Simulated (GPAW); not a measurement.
# Work function of 1T-GeCl2 monolayer at several levels, part 2 of 2

How far do functional and basis move the work function of 1T-GeCl2 monolayer? Where a layer proves gapped, the work function hangs on where the smearing puts the Fermi level, and the band edges take its place.

GPAW 26.7.0; GPAW, PAW setups; layer in a repeated cell with vacuum, relaxation of atoms and in-plane cell (the session's first sound run).

So far, upper work function (eV): step 3 (the slab's potential, PBE, GPAW) 5.37; step 4 (self-consistent run: xc = "vdW-DF2", GPAW, PAW setups, GPAW) 5.88; step 5 (OptPBE vdW: xc = "optPBE-vdW", GPAW, PAW setups, GPAW) 5.54; step 6 (self-consistent run: xc = "revPBE") 5.21.

## Step 7: Self-consistent run: xc = "LDA"

Level of this step: GPAW, PAW setups; slab in vacuum (GPAW).

The same geometry under LDA, to see how far the functional moves the levels against the vacuum.

Contents of run.py:

```python
import json
import numpy as np
from ase import Atoms
from gpaw import GPAW, PW

slab = Atoms(
    ['Cl', 'Ge', 'Cl'],
    positions=[
        [1.96468, 1.13431, 8.00000],
        [0.00000, -0.00000, 9.47068],
        [-0.00000, 2.26861, 10.94136]],
    cell=[[3.92935, -0.0, 0.0], [-1.96468, 3.40292, 0.0], [0.0, 0.0, 18.9414]],
    pbc=[True, True, False])

slab.calc = GPAW(mode=PW(400), xc='LDA', kpts={'size': (12, 12, 1), 'gamma': True},
                 occupations={'name': 'fermi-dirac', 'width': 0.05}, nbands='200%',
                 convergence={'density': 1e-05}, maxiter=200,
                 poissonsolver={'dipolelayer': 'xy'},
                 symmetry={'tolerance': 1e-3}, txt='slab.txt')
result = {}
energy = slab.get_potential_energy()
fermi = slab.calc.get_fermi_level()
v = slab.calc.get_electrostatic_potential().mean((0, 1)) - fermi
n = slab.calc.get_pseudo_density().mean((0, 1))
L = slab.cell[2, 2]
z = np.arange(len(v)) * L / len(v)
low, high = slab.positions[:, 2].min(), slab.positions[:, 2].max()
below, above = np.interp([low - 5.8, high + 5.8], z, v)
slopes = [np.interp(x, z, np.gradient(v, z)) for x in (low - 5.8, high + 5.8)]
eps = np.array([[slab.calc.get_eigenvalues(k, s) for k in range(len(slab.calc.get_ibz_k_points()))]
                for s in range(slab.calc.get_number_of_spins())]) - fermi
top, bottom = eps[eps < 0].max(), eps[eps > 0].min()
dipole = slab.get_dipole_moment()[2]
print(f'energy {energy:.4f} eV, Fermi level {fermi:.4f} eV, dipole {dipole:.5f} e A')
print(f'potential 5.8 A off the faces, from the Fermi level: lower {below:.4f} eV, upper {above:.4f} eV')
print(f'slope of the potential there: lower {slopes[0]:.5f}, upper {slopes[1]:.5f} eV/A')
print(f'nearest levels on the mesh: {top:.4f} and {bottom:.4f} eV')
print('magnetic moment', round(slab.get_magnetic_moment(), 3))
result.update(energy=energy, fermi=fermi, dipole=dipole, below=below, above=above, slopes=slopes, edges=[top, bottom],
              z=z.tolist(), v=v.tolist(), n=n.tolist(), positions=slab.positions.tolist(),
              forces=slab.get_forces(apply_constraint=False).tolist(), moments=slab.get_magnetic_moments().tolist())
json.dump(result, open('result.json', 'w'))
```

Launch:

```console
$ OMP_NUM_THREADS=1 OPENBLAS_NUM_THREADS=1 python run.py
```

Output:

```text
energy -11.7357 eV, Fermi level -3.0590 eV, dipole 0.00018 e A
potential 5.8 A off the faces, from the Fermi level: lower 5.7387 eV, upper 5.7446 eV
slope of the potential there: lower -0.00011, upper 0.00011 eV/A
nearest levels on the mesh: -1.5114 and 0.9400 eV
magnetic moment 0.0
```

Elapsed: 16 s, on 1 thread of Intel Xeon Platinum 8375C at 2.90GHz (Ice Lake), shared host; peak memory 0.2 GiB.

Numbers from this step:

| Item | Value |
| --- | --- |
| dipole along the normal | 1.85e-4 e·Å |
| levels nearest the Fermi level on the mesh | -1.511, 0.9400 eV from the Fermi level |
| upper work function | 5.745 eV |
| lower work function | 5.739 eV |
| upper ionisation energy | 7.256 eV |

Table of electrostatic potential energy of an electron (without an applied field's), less the Fermi level, planar mean by z:

z (Å), electrostatic potential energy of an electron (without an applied field's), less the Fermi level, planar mean (eV) and a bar from the least value:
```
        0        5.7 ##############################
        1        5.7 ##############################
        2        5.7 ##############################
        3        5.7 ##############################
        4        5.7 ##############################
        5        5.7 ##############################
        6        5.7 ##############################
        7        4.5 ############################
        8      -10.8 
        9       -4.6 ###########
       10       -3.8 #############
       11      -10.3 #
       12        4.8 ############################
       13        5.7 ##############################
       14        5.7 ##############################
       15        5.7 ##############################
       16        5.7 ##############################
       17        5.7 ##############################
       18        5.7 ##############################
```

The highest filled level lies 1.51 eV under the Fermi level, so the ionisation energy from the upper face is 5.745 + 1.51 = 7.256 eV, against 7.026 eV in the base run.

## Step 8: Self-consistent run: xc = "RPBE"

The same geometry under RPBE, to see how far the functional moves the levels against the vacuum.

Changes to run.py since step 7:

```diff
@@ -14,3 +14,3 @@
 
-slab.calc = GPAW(mode=PW(400), xc='LDA', kpts={'size': (12, 12, 1), 'gamma': True},
+slab.calc = GPAW(mode=PW(400), xc='RPBE', kpts={'size': (12, 12, 1), 'gamma': True},
                  occupations={'name': 'fermi-dirac', 'width': 0.05}, nbands='200%',
```

Output:

```text
energy -9.6731 eV, Fermi level -2.5057 eV, dipole 0.00018 e A
potential 5.8 A off the faces, from the Fermi level: lower 5.2056 eV, upper 5.2114 eV
slope of the potential there: lower -0.00011, upper 0.00011 eV/A
nearest levels on the mesh: -1.7237 and 0.9890 eV
magnetic moment 0.0
```

Wall time 18 s (1 thread); peak memory 0.22 GiB.

This step gave:

```
dipole along the normal                    : 1.76e-4 e·Å
levels nearest the Fermi level on the mesh : -1.724, 0.9890 eV from the Fermi level
upper work function                        : 5.211 eV
lower work function                        : 5.206 eV
upper ionisation energy                    : 6.935 eV
```

The highest filled level lies 1.72 eV under the Fermi level, so the ionisation energy from the upper face is 5.211 + 1.72 = 6.935 eV, against 7.026 eV in the base run.

## Step 9: Real-space grid: mode = "fd"

A real-space grid is a second complete basis, so it checks the plane-wave result.

Changes to run.py since step 8:

```diff
@@ -3,3 +3,3 @@
 from ase import Atoms
-from gpaw import GPAW, PW
+from gpaw import GPAW
 
@@ -14,3 +14,3 @@
 
-slab.calc = GPAW(mode=PW(400), xc='RPBE', kpts={'size': (12, 12, 1), 'gamma': True},
+slab.calc = GPAW(mode='fd', h=0.18, xc='PBE', kpts={'size': (12, 12, 1), 'gamma': True},
                  occupations={'name': 'fermi-dirac', 'width': 0.05}, nbands='200%',
```

Output:

```text
energy -10.3997 eV, Fermi level -5.3866 eV, dipole -0.00043 e A
potential 5.8 A off the faces, from the Fermi level: lower 5.3837 eV, upper 5.3895 eV
slope of the potential there: lower -0.00000, upper 0.00000 eV/A
nearest levels on the mesh: -1.6345 and 0.9808 eV
magnetic moment 0.0
```

It took 1.8 min on 1 thread; peak memory 0.49 GiB.

This step gave:

```
dipole along the normal                    : -4.32e-4 e·Å
levels nearest the Fermi level on the mesh : -1.635, 0.9808 eV from the Fermi level
upper work function                        : 5.390 eV
lower work function                        : 5.384 eV
upper ionisation energy                    : 7.024 eV
```

The highest filled level lies 1.63 eV under the Fermi level, so the ionisation energy from the upper face is 5.390 + 1.63 = 7.024 eV, against 7.026 eV in the base run.

## Step 10: Atomic orbitals: mode = "lcao"

Atom-centred orbitals end a few angstrom from the surface, which tests how much the density's tail matters.

Changes to run.py since step 9:

```diff
@@ -14,4 +14,4 @@
 
-slab.calc = GPAW(mode='fd', h=0.18, xc='PBE', kpts={'size': (12, 12, 1), 'gamma': True},
-                 occupations={'name': 'fermi-dirac', 'width': 0.05}, nbands='200%',
+slab.calc = GPAW(mode='lcao', basis='dzp', h=0.18, xc='PBE', kpts={'size': (12, 12, 1), 'gamma': True},
+                 occupations={'name': 'fermi-dirac', 'width': 0.05}, nbands='120%',
                  convergence={'density': 1e-05}, maxiter=200,
```

Output:

```text
energy -9.7018 eV, Fermi level -5.1257 eV, dipole -0.00043 e A
potential 5.8 A off the faces, from the Fermi level: lower 5.1228 eV, upper 5.1286 eV
slope of the potential there: lower 0.00000, upper 0.00000 eV/A
nearest levels on the mesh: -1.6347 and 0.9639 eV
magnetic moment 0.0
```

The job ended after 32 s (1 thread; peak memory 0.24 GiB).

Numbers from this step:

```yaml
levels_nearest_the_fermi_level_on_the_mesh: -1.635, 0.9639 eV from the Fermi level
upper_work_function: 5.129 eV
lower_work_function: 5.123 eV
upper_ionisation_energy: 6.763 eV
```

The highest filled level lies 1.63 eV under the Fermi level, so the ionisation energy from the upper face is 5.129 + 1.63 = 6.763 eV, against 7.026 eV in the base run.

## Step 11: Cost and result by level

Times are for 1 thread of Intel Xeon Platinum 8375C at 2.90GHz (Ice Lake), shared host. The series side by side:

| no. | run | upper ionisation energy (eV) | time | memory (GiB) |
| --- | --- | --- | --- | --- |
| 1 | pw | 7.026 | 17 s | 0.22 |
| 2 | vdW DF2 | 7.536 | 28 s | 0.4 |
| 3 | optPBE vdW | 7.266 | 26 s | 0.4 |
| 4 | revPBE | 6.929 | 17 s | 0.22 |
| 5 | LDA | 7.256 | 16 s | 0.2 |
| 6 | RPBE | 6.935 | 18 s | 0.22 |
| 7 | fd | 7.024 | 1.8 min | 0.49 |
| 8 | lcao | 6.763 | 32 s | 0.24 |

## Step 12: Side by side

Results and costs are gathered.

This step: comparison of work functions, dipole and cost (GPAW 26.7.0).

Ladder, by row:

| step | code | work function, upper (eV) | work function, lower (eV) | dipole (e Å) | wall time (s) | peak memory (GiB) | threads |
| --- | --- | --- | --- | --- | --- | --- | --- |
| pw | GPAW | 5.369 | 5.363 | 1.78e-4 | 16.54 | 0.22 | 1 |
| vdW-DF2 | GPAW | 5.878 | 5.872 | 1.76e-4 | 28.38 | 0.4 | 1 |
| optPBE-vdW | GPAW | 5.541 | 5.535 | 1.76e-4 | 26.39 | 0.4 | 1 |
| revPBE | GPAW | 5.211 | 5.205 | 1.76e-4 | 17.28 | 0.22 | 1 |
| LDA | GPAW | 5.745 | 5.739 | 1.85e-4 | 16.02 | 0.2 | 1 |
| RPBE | GPAW | 5.211 | 5.206 | 1.76e-4 | 18.23 | 0.22 | 1 |
| fd | GPAW | 5.39 | 5.384 | -4.32e-4 | 110.4 | 0.49 | 1 |
| lcao | GPAW | 5.129 | 5.123 | -4.32e-4 | 31.53 | 0.24 | 1 |

## Step 13: Summary of results

```yaml
work_function_upper_and_lower_face_fermi_level_placed_in_the_gap_by_the_smearing: 5.369 and 5.363 eV
ionisation_energy_from_the_upper_face_highest_filled_level_on_the_mesh: 7.03 eV
electron_affinity_from_the_upper_face_lowest_empty_kohn_sham_level_on_the_mesh: 4.41 eV
dipole_along_the_normal: 1.8e-4 e Å, near the numerical noise
```

What this shows: With plane waves and PBE the ionisation energy from the upper face is 7.03 eV and the Kohn-Sham electron affinity 4.41 eV. The levels nearest the Fermi level on the mesh lie 2.62 eV apart, so the slab is gapped there: the smearing puts the Fermi level inside the gap, and from either face the ionisation energy is the work function plus 1.7 eV. Both are Kohn-Sham levels on the mesh, and semilocal gaps are too small, so the affinity tends to come out too large and the ionisation energy too small. Work functions of a gapped slab move with the place of the Fermi level in the gap; over the runs without a planted fault the highest filled level on the mesh lies 6.76 (lcao) to 7.54 eV (vdW-DF2) under the upper vacuum level. The starting lattice was a guess from atomic radii; the relaxation moved it by 29 %. The layer's cell and atoms come from the relaxation; spin-orbit coupling and temperature are left out.

[Logs are printed without paths, hosts, clocks, repeated set-up lines and the standing remarks that a program may print on its own settings, such as how far it seeks lower states.]

[Hosts, paths, dates, database ids (printed as entryN), source tags and the programs' standing remarks are cut or masked in the printed files.]
